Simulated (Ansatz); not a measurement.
# ZnSe: energy from the work of forces and stress

```
Zn Se
1.0
     0.00000    2.83380    2.83380
     2.83380    0.00000    2.83380
     2.83380    2.83380    0.00000
Zn Se
1 1
Direct
  0.00000 0.00000 0.00000
  0.75000 0.75000 0.75000
```

All numbers below come from Ansatz 0.2.0, DFT PBEsol, scalar-relativistic, plane waves, PAW.

Plane waves to 420 eV, a k mesh through Γ of 8×8×8 on the computed 2-atom cell and Gaussian smearing (0.02 eV); no spin polarisation.

At the start the stress (GPa, compression positive, xx yy zz yz xz xy) is -1.13 -1.13 -1.13 0.00 0.00 0.00 and all forces are under 0.005 eV/Å. Each variant moves atoms by u and then strains the cell by ε, so an atom ends at (r + u)(1 + ε); shears are tensor components, each standing twice in ε. The starting volume is 45.51 Å³.

Variant 1: no strain, moves (Å) Zn1 (0.018, 0.052, -0.140). There the stress is -0.32 -0.39 -0.81 -0.83 -1.16 2.62 GPa and the forces (eV/Å) are Zn1 (-0.25, -0.35, 0.77); Se2 (0.25, 0.35, -0.77).

Variant 2: strain (xx yy zz yz xz xy, %) -0.46 -1.86 -2.06 0.00 0.00 0.00. There the stress is 1.44 1.96 2.02 0.00 0.00 0.00 GPa.

Variant 3: strain (xx yy zz yz xz xy, %) 5.78 5.78 -0.22 0.00 0.00 0.00. There the stress is -6.95 -6.95 -4.95 0.00 0.00 0.00 GPa.

Variant 4: strain (xx yy zz yz xz xy, %) 2.16 2.08 1.37 -0.11 -0.06 0.25, moves (Å) Zn1 (0.035, 0.019, 0.045); Se2 (-0.035, -0.019, -0.045). There the stress is -3.84 -3.75 -3.63 -0.54 -0.05 -1.11 GPa and the forces (eV/Å) are Zn1 (-0.26, -0.07, -0.38); Se2 (0.26, 0.07, 0.38).

Estimate each change of free energy from forces and stresses by the trapezoid rule along the path (r + tu)(1 + tε), t from 0 to 1, and compare with the computed change.

The derivative of the energy along the path is −F·u(1 + tε) for the atoms and −V σ(1 + tε)⁻¹ : ε for the cell, with F, σ and V taken at t (σ positive in compression; 1 eV/Å³ = 160.2 GPa). Averaging t = 0 and t = 1 gives, in meV per atom:
```tsv
variant	work on atoms	work on cell	sum	computed
1	32.6	0.0	32.6	31.8
2	0.0	2.3	2.3	2.1
3	0.0	68.5	68.5	72.0
4	14.0	20.3	34.3	36.9
```

The rule is exact for a quadratic energy surface and overshoots a term ct³ by c/2, so the difference between the last two columns measures the net anharmonic part along the path (terms of opposite sign can cancel, and the finite basis adds a little): 3 to 11 % here.

The sign of the mismatch follows the asymmetry of the Zn–Se bond, which stiffens when shortened and softens when stretched. The trapezoid sum is too high for the compressed cell of variant 2 and too low for the mainly stretched cell of variant 3. Displacements behave likewise because zinc blende lacks inversion symmetry, which permits a cubic term. In variant 1 Zn moves largely towards one Se neighbour and the sum overshoots; in variant 4 it moves away from one while the cell expands, so both effects probably add to the undershoot.

The small energy change in variant 2 does not indicate a soft lattice: the starting cell is under tension, so contraction first releases energy and then costs it, leaving a small net change. The shear stress in variant 1, which appears without any strain, reflects the coupling between sublattice displacement and shear that also underlies the internal-strain part of the piezoelectric response. The endpoint data for variant 4 cannot divide its anharmonicity between strain, displacement and their coupling.
